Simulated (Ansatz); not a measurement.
# Pb (Fd-3m) in Ansatz: further runs

One crystal, Pb, is run at these levels: r2SCAN, PBE; tasks: single point, equation of state, phonons.

Everything below comes from runs of Ansatz 0.2.0. Logs are shortened: lines on timing, memory, paths and dates and some standing lists are left out, and cuts for length are marked.

**1. The crystal as given**

It takes space group Fd-3m (No. 227, cubic). The conventional cell has a = 6.878 Å, b = 6.878 Å, c = 6.878 Å, α = 90.00°, β = 90.00°, γ = 90.00°. Around Pb (site symmetry -43m) lie 4 Pb at 2.98 Å.

This isn't the form of Pb at room conditions, which is fcc.

**2. Single point, r2SCAN, 38.23 Å³/atom (volume scaled by 0.94)**

Contents of input.yaml:

```yaml
crystal:
  lattice:
    - [0.0, 3.3687966822, 3.3687966822]
    - [3.3687966822, 0.0, 3.3687966822]
    - [3.3687966822, 3.3687966822, 0.0]
  atoms:
    - { symbol: Pb, position: [0.25, 0.25, 0.25] }
    - { symbol: Pb, position: [0.0, 0.0, 0.0] }
hamiltonian:
  xc: r2scan
  pseudopotentials: { kind: paw }
kpoints:
  mp_grid: { grid: [7, 7, 7] }
scf:
  occupations: { method: fermi_dirac, width: 0.05 }
output:
  forces: true
  stress: true
  eigenvalues: true
```

Potentials or basis: Ansatz PAW.

The run is started by

```bash
> ansatz run input.yaml --threads 2 --pin off --max-ram 5632MiB --backend cpu --events-out ev --progress --plain --runs-dir out
```

What it wrote:

```text
Warning: RAYON_NUM_THREADS=2 ignored (pool sized by the plan → 2); use --threads N
Engine: ansatz 0.2.0, x86_64-unknown-linux-gnu
Pseudopotentials: kind: paw
Pseudopotential: Pb, paw, valence charge 14, recommended cutoff 500 eV (meta_gga), Pb.paw.azcp
Functional definition: r2SCAN
  parameter k0 = 0.174
  parameter k1 = 0.065
  parameter a1 = 4.9479
  exchange = r2scan_x(k0 = k0, k1 = k1, a1 = a1)
  correlation = r2scan_c
Crystal: 2 atoms, lattice volume = 76.464 Å³
Basis set: ecut = 500 eV, 1917 PW (Γ), exchange–correlation on 144×144×144 points (64 copies of the dense FFT grid, shifted against one another)
Bands: 18, of which v1, the nominal top of the filled ones, is band 14 counted from 1 (13 counted from 0)
Symmetry: 48 space group operations
Space group: Fd-3m (ITA 227), of the structure as read, at distance tolerance 4.2e-5 Å
k-points: 20 of 343
Non-local potential: Pb, projectors of the file, l = 0: 2, l = 1: 2, l = 2: 2, l = 3: 2
PAW form: soft (Blöchl's): semilocal exchange-correlation on the pseudo side does not see the compensation charge
PAW frozen core: Pb, regenerated for the run's functional (the file was generated under x = pbe(κ = 0.804, μ = 0.2195149727645171), c = pbe(β = 0.06672455060314922))
PAW one-centre angular grid: Pb, 590 points (default); XC on 160 Gauss nodes
Initial density: superposition of atomic densities (neutral atoms: chi_scale 0, normalization atom), corrected by the library's trained network
Initial wavefunctions: pseudopotential atomic-orbital guess
Functional: x = r2scan, c = r2scan; τ floored in thin density (d = 2e-4 eV/Å³)
SCF iter   1: F=—  HF=-23841.276611 eV  |F-HF|=—  |Δ(HF+E_count)|=         —  Δρ=6.72e-3  dr2=1.71e-2  dr2_τ=1.06e-2  ethr=1.77e-3  ⟨swp⟩=6.3  Hψ=2002  notcnv=0
preconditioner: auto → none  [insulator: Δε(μ)=0.120 eV  Ē_g=17.811 eV  σ=0.050 eV  W_gap=0.54  n_scr=14 (ndim 8)  ℏωp=22.5 eV  f_vac=0.103  D(μ)=0.70/eV (n_scr^D=0)  ε∞_Penn≈2.6]
SCF iter   2: F=—  HF=-23841.282753 eV  |F-HF|=—  |Δ(HF+E_count)|=   6.14e-3  Δρ=2.10e-3  dr2=1.24e-3  dr2_τ=1.20e-4  ethr=6.11e-5  ⟨swp⟩=2.0  Hψ=882  notcnv=0
SCF iter   3: F=—  HF=-23841.283109 eV  |F-HF|=—  |Δ(HF+E_count)|=   3.56e-4  Δρ=7.61e-4  dr2=1.64e-4  dr2_τ=9.26e-6  ethr=4.42e-6  ⟨swp⟩=1.4  Hψ=372  notcnv=0
SCF iter   4: F=—  HF=-23841.283158 eV  |F-HF|=—  |Δ(HF+E_count)|=   4.87e-5  Δρ=2.88e-5  dr2=4.91e-7  dr2_τ=4.64e-8  ethr=5.86e-7  ⟨swp⟩=2.0  Hψ=434  notcnv=0
SCF iter   5: F=—  HF=-23841.283161 eV  |F-HF|=—  |Δ(HF+E_count)|=   3.22e-6  Δρ=6.28e-6  dr2=1.71e-8  dr2_τ=1.14e-9  ethr=1.75e-9  ⟨swp⟩=2.2  Hψ=650  notcnv=0
SCF iter   6: F=-23841.283161 eV  HF=-23841.283161 eV  |F-HF|=7.64e-11  |Δ(HF+E_count)|=   1.41e-8  Δρ=5.83e-7  dr2=1.21e-10  dr2_τ=7.12e-11  ethr=6.10e-11  ⟨swp⟩=3.4  Hψ=1543  notcnv=0
SCF 1 converged in 6 iterations: F = -23841.283161 eV  dr2 = 1.21e-10
SCF converged after 6 iterations
Free energy (F): -23841.283161 eV
Harris-Foulkes:  -23841.283161 eV  (|F-HF|=7.64e-11)
Internal energy: -23841.277921 eV  (E = F + TS)
E sigma→0 (E₀):  -23841.280541 eV
Entropy (-TS):   -0.005240 eV (-2.620 meV/atom)
Fermi energy:    7.668590 eV
--- Per-component energies (eV) ---
  E_band       = -180.205624
  E_kinetic    = 581.712519
  E_local      = -2664.226321  (includes V_loc(G=0)·N_el)
  E_nonlocal   = 701.447009
  E_hartree    = 1083.040090
  E_xc         = -414.422297
  E_vxc        = -288.443391  (∫ρ·V_xc dr)
  E_paw        = -20874.268118  (= ΣΔE_a)
  E_vpaw       = -698.366035  (= ΣTr[D̂ρ^β])
  E_aug_tail   = 0.000038  (compensation charges beyond the density's cutoff)
  E_vtau       = 21.590232  (kinetic-family band-sum trace: ∫τ·v_τ [+ j·A + Jᵃ·Aᵃ] dr)
  E_ewald      = -2256.491846
  E_core_change = 1.931005  (= ΣΔE_core)
  E_smearing   = -0.005240  (= −TS)
  E_closure    = 0.000000  (closes the sum)
  Σ components = -23841.283161   (vs F -23841.283161, Δ=0.00e0)
--- Forces (eV/Å), atoms counted from 1 ---
  atom   1  Pb     0.00000000     0.00000000    -0.00000000
  atom   2  Pb     0.00000000     0.00000000     0.00000000
  max |Σ_I F_I| component: 1.85e-17 eV/Å
--- Stress (GPa, compression-positive) ---
        3.580907      -0.000000       0.000000
        0.000000       3.580907      -0.000000
       -0.000000      -0.000000       3.580907
  P = ⅓ Tr σ = 3.5809 GPa (35.809 kbar)
--- Band table (eV; the first three rows and the last of 20) ---
  k-point 0: bands = ["-10.2965", "-10.2965", "-10.2965", "-10.2051", "-10.2051", "-9.6742", "-9.6742", "-9.6742", "-9.6261", "-9.6261", "-4.3356", "4.1972", "8.1030", "8.1030", "8.1030", "10.2839", "10.2839", "10.2839"]
  k-point 1: bands = ["-10.3201", "-10.3201", "-10.2916", "-10.1706", "-10.1706", "-9.7061", "-9.7061", "-9.6895", "-9.5999", "-9.5999", "-4.1359", "3.3739", "7.7268", "7.7268", "7.7729", "10.7425", "10.7425", "10.8231"]
  k-point 2: bands = ["-10.3455", "-10.3455", "-10.2803", "-10.1243", "-10.1243", "-9.7406", "-9.7406", "-9.7240", "-9.5745", "-9.5745", "-3.5797", "1.7763", "7.1644", "7.1644", "7.2042", "11.3362", "11.3362", "12.5069"]
  k-point 19: bands = ["-10.4196", "-10.3978", "-10.1400", "-10.0235", "-9.9691", "-9.9135", "-9.8993", "-9.8124", "-9.5080", "-9.4854", "-1.7019", "-0.8005", "4.6215", "5.4037", "9.8191", "11.4223", "12.4770", "12.7626"]
```

Wall time 4.4 s (2 threads of Intel Xeon at 2.50GHz (Skylake/Cascade Lake), shared host); peak memory 0.55 GiB.

What came out:

```
Free energy            : -23841.2832 eV
Pressure               : 3.6 GPa
Band gap on the k mesh : none (metal or under the smearing width)
```

Caveat: the PAW data sets come from PBE, with cores solved anew for the run's functional, which leaves a small shift of forces and pressure.

**3. Single point, r2SCAN, 39.05 Å³/atom (volume scaled by 0.96)**

input.yaml, as its differences from that of step 2:

```diff
@@ -2,5 +2,5 @@
   lattice:
-    - [0.0, 3.3687966822, 3.3687966822]
-    - [3.3687966822, 0.0, 3.3687966822]
-    - [3.3687966822, 3.3687966822, 0.0]
+    - [0.0, 3.3925213842, 3.3925213842]
+    - [3.3925213842, 0.0, 3.3925213842]
+    - [3.3925213842, 3.3925213842, 0.0]
   atoms:
```

Potentials or basis: Ansatz PAW.

The run is started by

```bash
> ansatz run input.yaml --threads 2 --pin off --max-ram 5632MiB --backend cpu --events-out ev --progress --plain --runs-dir out
```

Wall time 4.8 s (2 threads of Intel Xeon at 2.50GHz (Skylake/Cascade Lake), shared host); peak memory 0.55 GiB.

Results (log left out):

| Property | Result |
| --- | --- |
| Free energy | -23841.3147 eV |
| Pressure | 2.6 GPa |
| Band gap on the k mesh | none (metal or under the smearing width) |

Caveat: the PAW data sets come from PBE, with cores solved anew for the run's functional, which leaves a small shift of forces and pressure.

**4. Single point, r2SCAN, 39.86 Å³/atom (volume scaled by 0.98)**

input.yaml, as its differences from that of step 3:

```diff
@@ -2,5 +2,5 @@
   lattice:
-    - [0.0, 3.3925213842, 3.3925213842]
-    - [3.3925213842, 0.0, 3.3925213842]
-    - [3.3925213842, 3.3925213842, 0.0]
+    - [0.0, 3.4159188228, 3.4159188228]
+    - [3.4159188228, 0.0, 3.4159188228]
+    - [3.4159188228, 3.4159188228, 0.0]
   atoms:
@@ -19 +19,5 @@
   eigenvalues: true
+  write_density: true
+  write_potential: true
+  elf: true
+  volumetric_format: npy
```

The run is started by

```bash
> ansatz run input.yaml --threads 2 --pin off --max-ram 5632MiB --backend cpu --events-out ev --progress --plain --runs-dir out
```

It took 5.6 s on 2 threads of Intel Xeon at 2.50GHz (Skylake/Cascade Lake), shared host; peak memory 0.57 GiB.

The run converged. Its results:

| Property | Result |
| --- | --- |
| Free energy | -23841.3373 eV |
| Pressure | 1.8 GPa |
| Band gap on the k mesh | none (metal or under the smearing width) |

Caveat: the PAW data sets come from PBE, with cores solved anew for the run's functional, which leaves a small shift of forces and pressure.

**5. Single point, r2SCAN, 40.67 Å³/atom**

Contents of input.yaml:

```yaml
crystal:
  lattice:
    - [0.0, 3.4390000555, 3.4390000555]
    - [3.4390000555, 0.0, 3.4390000555]
    - [3.4390000555, 3.4390000555, 0.0]
  atoms:
    - { symbol: Pb, position: [0.25, 0.25, 0.25] }
    - { symbol: Pb, position: [0.0, 0.0, 0.0] }
hamiltonian:
  xc: r2scan
  pseudopotentials: { kind: paw }
kpoints:
  mp_grid: { grid: [7, 7, 7] }
scf:
  occupations: { method: fermi_dirac, width: 0.05 }
output:
  forces: true
  stress: true
  eigenvalues: true
```

The run is started by

```bash
> ansatz run input.yaml --threads 2 --pin off --max-ram 5632MiB --backend cpu --events-out ev --progress --plain --runs-dir out
```

It took 4.4 s on 2 threads of Intel Xeon at 2.50GHz (Skylake/Cascade Lake), shared host; peak memory 0.56 GiB.

It converged, with:

```yaml
Free_energy: -23841.3519 eV
Pressure: 1.1 GPa
Band_gap_on_the_k_mesh: none (metal or under the smearing width)
```

Caveat: the PAW data sets come from PBE, with cores solved anew for the run's functional, which leaves a small shift of forces and pressure.

**6. Single point, r2SCAN, 41.49 Å³/atom (volume scaled by 1.02)**

input.yaml, as its differences from that of step 5:

```diff
@@ -2,5 +2,5 @@
   lattice:
-    - [0.0, 3.4390000555, 3.4390000555]
-    - [3.4390000555, 0.0, 3.4390000555]
-    - [3.4390000555, 3.4390000555, 0.0]
+    - [0.0, 3.461775554, 3.461775554]
+    - [3.461775554, 0.0, 3.461775554]
+    - [3.461775554, 3.461775554, 0.0]
   atoms:
```

Potentials or basis: Ansatz PAW.

The run is started by

```bash
> ansatz run input.yaml --threads 2 --pin off --max-ram 5632MiB --backend cpu --events-out ev --progress --plain --runs-dir out
```

Wall time 4.7 s (2 threads of Intel Xeon at 2.50GHz (Skylake/Cascade Lake), shared host); peak memory 0.55 GiB.

It converged, with:

| Property | Result |
| --- | --- |
| Free energy | -23841.3594 eV |
| Pressure | 0.4 GPa |
| Band gap on the k mesh | none (metal or under the smearing width) |

Caveat: the PAW data sets come from PBE, with cores solved anew for the run's functional, which leaves a small shift of forces and pressure.

**7. Single point, r2SCAN, 42.30 Å³/atom (volume scaled by 1.04)**

input.yaml, as its differences from that of step 6:

```diff
@@ -2,5 +2,5 @@
   lattice:
-    - [0.0, 3.461775554, 3.461775554]
-    - [3.461775554, 0.0, 3.461775554]
-    - [3.461775554, 3.461775554, 0.0]
+    - [0.0, 3.484255246, 3.484255246]
+    - [3.484255246, 0.0, 3.484255246]
+    - [3.484255246, 3.484255246, 0.0]
   atoms:
@@ -19 +19,5 @@
   eigenvalues: true
+  write_density: true
+  write_potential: true
+  elf: true
+  volumetric_format: npy
```

The run is started by

```bash
> ansatz run input.yaml --threads 2 --pin off --max-ram 5632MiB --backend cpu --events-out ev --progress --plain --runs-dir out
```

Wall time 6.4 s (2 threads of Intel Xeon at 2.50GHz (Skylake/Cascade Lake), shared host); peak memory 0.57 GiB.

It converged, with:

- Free energy: -23841.3605 eV
- Pressure: -0.2 GPa
- Band gap on the k mesh: none (metal or under the smearing width)

Caveat: the PAW data sets come from PBE, with cores solved anew for the run's functional, which leaves a small shift of forces and pressure.

**8. Single point, r2SCAN, 43.11 Å³/atom (volume scaled by 1.06)**

Contents of input.yaml:

```yaml
crystal:
  lattice:
    - [0.0, 3.5064485529, 3.5064485529]
    - [3.5064485529, 0.0, 3.5064485529]
    - [3.5064485529, 3.5064485529, 0.0]
  atoms:
    - { symbol: Pb, position: [0.25, 0.25, 0.25] }
    - { symbol: Pb, position: [0.0, 0.0, 0.0] }
hamiltonian:
  xc: r2scan
  pseudopotentials: { kind: paw }
kpoints:
  mp_grid: { grid: [7, 7, 7] }
scf:
  occupations: { method: fermi_dirac, width: 0.05 }
output:
  forces: true
  stress: true
  eigenvalues: true
```

The run is started by

```bash
> ansatz run input.yaml --threads 2 --pin off --max-ram 5632MiB --backend cpu --events-out ev --progress --plain --runs-dir out
```

It took 5.3 s on 2 threads of Intel Xeon at 2.50GHz (Skylake/Cascade Lake), shared host; peak memory 0.64 GiB.

It converged, with:

```yaml
Free_energy: -23841.3559 eV
Pressure: -0.7 GPa
Band_gap_on_the_k_mesh: none (metal or under the smearing width)
```

Caveat: the PAW data sets come from PBE, with cores solved anew for the run's functional, which leaves a small shift of forces and pressure.

**9. Equation of state, r2SCAN**

Potentials or basis: Ansatz PAW.

This step only gathers the single runs of the series.

Results:

| Item | Value |
| --- | --- |
| Equilibrium volume | 42.04 Å³/atom |
| Bulk modulus | 30 GPa |
| Pressure derivative of the bulk modulus | 4.8 |

Energy against volume, from the lowest point:
```csv
volume (Å³/atom),energy (meV/atom)
38.232,38.66
39.045,22.89
39.859,11.59
40.672,4.28
41.486,0.55
42.299,0.00
43.112,2.31
```

Caveat: the PAW data sets were made with another functional, which shifts forces and pressure a little.

**10. Phonons, PBE**

Contents of input.yaml:

```yaml
crystal:
  lattice:
    - [0.0, 3.4390000555, 3.4390000555]
    - [3.4390000555, 0.0, 3.4390000555]
    - [3.4390000555, 3.4390000555, 0.0]
  atoms:
    - { symbol: Pb, position: [0.25, 0.25, 0.25] }
    - { symbol: Pb, position: [0.0, 0.0, 0.0] }
hamiltonian:
  xc: pbe
  pseudopotentials: { kind: paw }
kpoints:
  mp_grid: { grid: [6, 6, 6] }
scf:
  occupations: { method: fermi_dirac, width: 0.05 }
phonons:
  method: dfpt
  qmesh: [2, 2, 2]
  temperatures: { t_max: 1000, t_step: 100 }
  qpath:
    path:
      - [[0.0, 0.0, 0.0], [0.5, 0.0, 0.5], [0.5, 0.25, 0.75], [0.375, 0.375, 0.75], [0.0, 0.0, 0.0], [0.5, 0.5, 0.5], [0.625, 0.25, 0.625], [0.5, 0.25, 0.75], [0.5, 0.5, 0.5], [0.375, 0.375, 0.75]]
      - [[0.625, 0.25, 0.625], [0.5, 0.0, 0.5]]
    npoints: 8
```

Potentials or basis: Ansatz PAW.

The run is started by

```bash
> ansatz run input.yaml --threads 2 --pin off --max-ram 5632MiB --backend cpu --events-out ev --progress --plain --runs-dir out
```

What it wrote:

```text
Warning: RAYON_NUM_THREADS=2 ignored (pool sized by the plan → 2); use --threads N
Engine: ansatz 0.2.0, x86_64-unknown-linux-gnu
Pseudopotentials: kind: paw
Pseudopotential: Pb, paw, valence charge 14, recommended cutoff 420 eV (normal), Pb.paw.azcp
Functional definition: PBE
  parameter kappa = 0.804
  parameter beta = 0.06672455060314922
  exchange = pbe_x(kappa = kappa, mu = beta*pi^2/3)
  correlation = pbe_c(beta = beta)
Crystal: 2 atoms, lattice volume = 81.344 Å³
Basis set: ecut = 420 eV, 1639 PW (Γ), exchange–correlation on 72×72×72 points (8 copies of the dense FFT grid, shifted against one another)
Bands: 18, of which v1, the nominal top of the filled ones, is band 14 counted from 1 (13 counted from 0)
Symmetry: 48 space group operations
k-points: 16 of 216
Non-local potential: Pb, projectors of the file, l = 0: 2, l = 1: 2, l = 2: 2, l = 3: 2
PAW form: soft (Blöchl's): semilocal exchange-correlation on the pseudo side does not see the compensation charge
PAW one-centre angular grid: Pb, 590 points (default); XC on 64 Gauss nodes
Initial density: superposition of atomic densities (neutral atoms: chi_scale 0, normalization atom), corrected by the library's trained network
Initial wavefunctions: pseudopotential atomic-orbital guess
Functional: x = pbe(κ = 0.804, μ = 0.2195149727645171), c = pbe(β = 0.06672455060314922)
SCF iter   1: F=—  HF=-23812.254850 eV  |F-HF|=—  |Δ(HF+E_count)|=         —  Δρ=9.57e-4  dr2=7.13e-4  ethr=1.77e-3  ⟨swp⟩=6.3  Hψ=1507  notcnv=0
preconditioner: auto → Kerker (q_TF=auto, 2.284 Å⁻¹)  [metal: Δε(μ)=0.103 eV  Ē_g=16.759 eV  σ=0.050 eV  W_gap=0.39  n_scr=14 (ndim 8)  ℏωp=21.8 eV  f_vac=0.119  D(μ)=1.09/eV (n_scr^D=0)]
SCF iter   2: F=—  HF=-23812.253342 eV  |F-HF|=—  |Δ(HF+E_count)|=   1.51e-3  Δρ=5.87e-4  dr2=4.07e-4  ethr=2.55e-6  ⟨swp⟩=2.2  Hψ=655  notcnv=0
SCF iter   3: F=—  HF=-23812.253682 eV  |F-HF|=—  |Δ(HF+E_count)|=   3.40e-4  Δρ=4.00e-4  dr2=9.42e-5  ethr=1.45e-6  ⟨swp⟩=2.0  Hψ=516  notcnv=0
SCF iter   4: F=—  HF=-23812.253675 eV  |F-HF|=—  |Δ(HF+E_count)|=   7.01e-6  Δρ=2.26e-4  dr2=3.77e-5  ethr=3.37e-7  ⟨swp⟩=2.0  Hψ=493  notcnv=0
SCF iter   5: F=—  HF=-23812.253700 eV  |F-HF|=—  |Δ(HF+E_count)|=   2.50e-5  Δρ=1.15e-4  dr2=1.05e-5  ethr=1.35e-7  ⟨swp⟩=2.0  Hψ=510  notcnv=0
[... 12 lines left out ...]
NSCF: frozen V_eff on 92 k-points
DFPT response loops at q = (0, -0.5, -0.5) (fractional): mixed as the last ones told, above
SCF converged after 10 iterations
Free energy (F): -23812.253701 eV
Harris-Foulkes:  -23812.253701 eV  (|F-HF|=1.46e-11)
Internal energy: -23812.245342 eV  (E = F + TS)
E sigma→0 (E₀):  -23812.249521 eV
Entropy (-TS):   -0.008359 eV (-4.180 meV/atom)
Fermi energy:    6.996535 eV
--- Per-component energies (eV) ---
  E_band       = -180.170453
  E_kinetic    = 580.976766
  E_local      = -2733.068924  (includes V_loc(G=0)·N_el)
  E_nonlocal   = 699.605315
  E_hartree    = 1106.593118
  E_xc         = -439.883378
  E_vxc        = -263.125498  (∫ρ·V_xc dr)
  E_paw        = -20816.040278  (= ΣΔE_a)
  E_vpaw       = -677.744455  (= ΣTr[D̂ρ^β])
  E_aug_tail   = 0.000106  (compensation charges beyond the density's cutoff)
  E_ewald      = -2210.428067
  E_smearing   = -0.008359  (= −TS)
  E_closure    = 0.000000  (closes the sum)
  Σ components = -23812.253701   (vs F -23812.253701, Δ=0.00e0)
--- Band table (eV; the first three rows and the last of 16) ---
  k-point 0: bands = ["-10.1276", "-10.1276", "-10.1276", "-10.0512", "-10.0512", "-9.6203", "-9.6203", "-9.6203", "-9.5959", "-9.5959", "-4.0544", "3.1756", "7.4755", "7.4755", "7.4755", "9.4857", "9.4857", "9.4857"]
  k-point 1: bands = ["-10.1504", "-10.1504", "-10.1215", "-10.0174", "-10.0174", "-9.6576", "-9.6576", "-9.6358", "-9.5646", "-9.5646", "-3.8192", "2.3637", "6.9979", "7.0620", "7.0620", "9.9969", "9.9969", "10.0832"]
  k-point 2: bands = ["-10.1710", "-10.1710", "-10.1086", "-9.9787", "-9.9787", "-9.6883", "-9.6883", "-9.6673", "-9.5421", "-9.5421", "-3.1944", "0.8465", "6.3529", "6.5294", "6.5294", "10.5216", "10.5216", "12.0181"]
  k-point 15: bands = ["-10.2157", "-10.2157", "-9.9725", "-9.9725", "-9.8291", "-9.8291", "-9.7623", "-9.7623", "-9.4864", "-9.4864", "-1.3812", "-1.3812", "4.7421", "4.7421", "9.1387", "9.1387", "12.1976", "12.1976"]
--- Phonons (Γ-DFPT): 1 representative perturbation + reference (Σ response iterations 3) ---
  ASR residual: 4.854e-5 → 0.000e0 eV/Å²; symmetrization residual: 2.449e-11 eV/Å²
  ASR residual per site (eV/Å²): 4.85e-5 4.85e-5
  Γ frequencies (cm⁻¹): 0.00 0.00 0.00 105.37 105.37 105.37
--- Phonons (arbitrary-q DFPT): 3 irreducible q on the 2×2×2 mesh ---
  q = [0.0000, 0.0000, 0.0000] (star 1, of the zone-centre solve; hermiticity 8.82e-14, symmetrization 5.79e-12): -0.00 0.00 0.00 105.37 105.37 105.37
  q = [0.0000, 0.0000, -0.5000] (star 4, 1 solved perturbation on 68 of 216 k-point pairs; hermiticity 5.48e-13, symmetrization 8.60e-13): 8.12 8.12 70.92 103.84 115.60 115.60
  q = [0.0000, -0.5000, -0.5000] (star 3, 2 solved perturbations in 76 linear systems a pass and spin channel, the states on 46 of 216 k-point pairs; hermiticity 8.69e-14, symmetrization 3.32e-13): -21.07 -21.07 95.74 95.74 120.63 120.63
  sum rule: each row above includes the acoustic sum rule's correction from the zone centre's row sums; it moved no ω² by more than (0.25 cm⁻¹)²
  mesh force constants: q→R imaginary residual 2.28e-17; ASR residual 4.854e-5 → 0.000e0 eV/Å²; symmetrization residual 4.441e-15 eV/Å²
  interpolated dispersion: 82 rows × 6 modes
  density of states and harmonic sums: on the 16×16×16 q-mesh, interpolated from the force constants of a 2×2×2 supercell (no non-analytic term)
  largest difference from the sums on the solved wave vectors: F 8.10e-2 eV, S 1.12e-4 and C_V 3.09e-5 eV/K
  zero-point energy: 0.026211 eV/cell   skipped modes (ω ≤ 0): 123, of them read as no rigid motion or as one in doubt: 120 (7.690e-1 modes/cell left out, lowest -21.07 cm⁻¹)   left out of the sums: 1.28e-1 of the cell's modes: C_V's classical limit lies that fraction below 3 k_B per atom; for a crystal, a wire or a layer, F and S can be off by more, and a phonons.interpolated_qmesh denser along its periods is the remedy for the sampling
```

It took 33 s on 2 threads of Intel Xeon at 2.50GHz (Skylake/Cascade Lake), shared host; peak memory 0.65 GiB.

What came out:

| Property | Result |
| --- | --- |
| Free energy | -23812.2537 eV |
| Band gap on the k mesh | none (metal or under the smearing width) |
| Highest phonon frequency | 121 cm⁻¹ |
| Most unstable mode | 21i cm⁻¹ |

Phonon frequencies in cm⁻¹ (negative: imaginary):
| q point | frequencies |
| --- | --- |
| (0.000, 0.000, 0.000) | 0 0 0 105 105 105 |
| (0.000, 0.000, -0.500) | 8 8 71 104 116 116 |
| (0.000, -0.500, -0.500) | -21 -21 96 96 121 121 |

Caveat: some modes are imaginary; the q mesh is small, so phonon branches between its points and thermal values are rough. The run has no spin-orbit coupling, so splittings on Pb are missing.
